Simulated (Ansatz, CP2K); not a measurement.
Given: the input of a run of CP2K 2026.2 on Tl (Thallium). 

Contents of tl_vcrelax.inp:

```
&GLOBAL
  PROJECT tl_vcrelax
  RUN_TYPE CELL_OPT
  PRINT_LEVEL LOW
&END GLOBAL
&FORCE_EVAL
  METHOD QS
  STRESS_TENSOR ANALYTICAL
  &DFT
    BASIS_SET_FILE_NAME BASIS_MOLOPT_UZH
    POTENTIAL_FILE_NAME GTH_POTENTIALS
    &MGRID
      CUTOFF 450
      REL_CUTOFF 60
      NGRIDS 4
    &END MGRID
    &QS
      METHOD GPW
      EPS_DEFAULT 1.0E-9
      EXTRAPOLATION USE_PREV_P
    &END QS
    &KPOINTS
      SCHEME MONKHORST-PACK 7 7 4
      GAMMA_CENTERED T
    &END KPOINTS
    &SCF
      SCF_GUESS ATOMIC
      EPS_SCF 1.0E-6
      MAX_SCF 100
      ADDED_MOS 10
      CHOLESKY OFF
      EPS_EIGVAL 1.0E-7
      &DIAGONALIZATION ON
        ALGORITHM STANDARD
      &END DIAGONALIZATION
      &MIXING ON
        METHOD BROYDEN_MIXING
        ALPHA 0.4
        BETA 1.5
        NBUFFER 8
      &END MIXING
      &SMEAR ON
        METHOD FERMI_DIRAC
        ELECTRONIC_TEMPERATURE [K] 580.226
      &END SMEAR
    &END SCF
    &XC
      &XC_FUNCTIONAL
        &LDA_X
        &END LDA_X
        &LDA_C_PW
        &END LDA_C_PW
      &END XC_FUNCTIONAL
    &END XC
    &PRINT
      &KPOINTS ON
      &END KPOINTS
      &MULLIKEN ON
        &EACH
          CELL_OPT 0
        &END EACH
        ADD_LAST NUMERIC
      &END MULLIKEN
      &MO ON
        ENERGIES T
        OCCUPATION_NUMBERS T
        &EACH
          QS_SCF 0
          CELL_OPT 0
        &END EACH
        ADD_LAST NUMERIC
      &END MO
    &END PRINT
  &END DFT
  &SUBSYS
    &CELL
      ABC 3.4560000000 3.4560000000 5.5250000000
      ALPHA_BETA_GAMMA 90.0000000000 90.0000000000 119.9999999998
      PERIODIC XYZ
    &END CELL
    &COORD
      SCALED
      Tl  0.6666666667 0.3333333333 0.7500000000
      Tl  0.3333333333 0.6666666667 0.2500000000
    &END COORD
    &KIND Tl
      BASIS_SET TZVP-MOLOPT-PBE-GTH-q13
      POTENTIAL GTH-PADE-q13
    &END KIND
    &PRINT
      &ATOMIC_COORDINATES ON
      &END ATOMIC_COORDINATES
      &CELL ON
      &END CELL
      &SYMMETRY ON
      &END SYMMETRY
    &END PRINT
  &END SUBSYS
  &PRINT
    &FORCES ON
    &END FORCES
    &STRESS_TENSOR ON
    &END STRESS_TENSOR
  &END PRINT
&END FORCE_EVAL
&MOTION
  &CELL_OPT
    OPTIMIZER BFGS
    MAX_ITER 40
    MAX_FORCE [eV*angstrom^-1] 0.05
    RMS_FORCE [eV*angstrom^-1] 0.05
    MAX_DR 1.0E-2
    RMS_DR 1.0E-2
    EXTERNAL_PRESSURE [bar] 0.0
    PRESSURE_TOLERANCE [bar] 200
    KEEP_SPACE_GROUP T
  &END CELL_OPT
  &PRINT
    &TRAJECTORY ON
    &END TRAJECTORY
    &CELL ON
    &END CELL
    &FORCES ON
    &END FORCES
    &STRESS ON
    &END STRESS
    &RESTART OFF
    &END RESTART
    &RESTART_HISTORY OFF
    &END RESTART_HISTORY
  &END PRINT
&END MOTION
```

Potentials or basis: GTH_POTENTIALS Tl GTH-PADE-q13; TZVP-MOLOPT-PBE-GTH basis.

Run with:

```bash
$ OMP_NUM_THREADS=1 cp2k.psmp -i tl_vcrelax.inp -o tl_vcrelax.out
```

What does the same run look like in Ansatz 0.2.0? Potentials or basis there: all-electron LAPW, scalar-relativistic.

As run (cutoffs and basis follow the program's own potentials, and thresholds, step limits or extra output files can differ):

File input.yaml:

```yaml
crystal:
  lattice:
    - [3.456, 0.0, 0.0]
    - [-1.728, 2.9929837955, 0.0]
    - [0.0, 0.0, 5.525]
  atoms:
    - { symbol: Tl, position: [0.6666666667, 0.3333333333, 0.75] }
    - { symbol: Tl, position: [0.3333333333, 0.6666666667, 0.25] }
kpoints:
  mp_grid: { grid: [7, 7, 4] }
scf:
  occupations: { method: fermi_dirac, width: 0.05 }
hamiltonian:
  xc: lda
  pseudopotentials: { kind: all_electron, lapw: { basis_error: 0.001 } }
output:
  forces: true
  stress: true
relax:
  f_tol: 0.01
  max_steps: 60
  cell: {}
```

Potentials or basis: all-electron LAPW, scalar-relativistic.

Run with:

```bash
$ ansatz run input.yaml --threads 1 --pin off --max-ram 3072MiB --backend cpu --events-out ev --progress --plain --runs-dir out
```

Both were run:

|  | CP2K | Ansatz |
| --- | --- | --- |
| Relaxed volume | 27.36 Å³/atom | 27.24 Å³/atom |
| Relaxed cell | a = 3.384 Å, b = 3.385 Å, c = 5.556 Å, α = 90.00°, β = 90.00°, γ = 120.70° | a = 3.366 Å, b = 3.366 Å, c = 5.554 Å, α = 90.00°, β = 90.00°, γ = 120.00° |
| Space group after relaxing | Cmcm (No. 63) | P6_3/mmc (No. 194) |
| Pressure after relaxing | 0.0 GPa | 0.0 GPa |

Where Ansatz's input types no cutoff or centring, it takes its own default and a Γ-centred mesh.

The two programs' LDA may be different fits to the electron gas.

Pressure is positive in compression.
